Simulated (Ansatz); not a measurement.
## What isotropic strain +3.99 % does to BeO

Take BeO in the wurtzite structure (space group P6_3mc, No. 186; a = 2.690 Å, c = 4.370 Å) as the base.

Perturbation: the cell is scaled by 1.0399 in all directions; the atoms relax in the strained cell.

Calculations: DFT with r2SCAN, PAW potentials and a 500 eV plane-wave cutoff in Ansatz (a quantum-chemistry and plane-wave program), scalar-relativistic without spin-orbit coupling. Γ-centred 14×14×8 mesh, Fermi–Dirac width 0.05 eV.

- Volume per atom: 7.70 Å³ (base 6.85 Å³)
- Energy relative to the base (free energy F): +62 meV/atom
- Pressure (mean of the normal stresses, compression positive): -21.24 GPa (base 0.00 GPa)
- Band gap: 7.32 eV (base 8.55 eV)
- Gap character: direct at Γ (base direct at Γ)
- Width of the top valence band: 2.22 eV (base 2.46 eV)
- Electron mass: 0.48 mₑ along c, 0.53 mₑ across (at Γ) (base 0.53 mₑ along c, 0.61 mₑ across (at Γ))
- Valence-band top at Γ (three highest levels, from the VBM): 0.00, -0.05, -0.05 eV (base 0.00, -0.04, -0.04 eV)

Cost of the whole job for the changed cell (relaxation, final SCF and bands): around 15 core-seconds (rough).

Masses are band curvatures over ±0.01 Å⁻¹ around the edge. Stability against distortions was not tested.
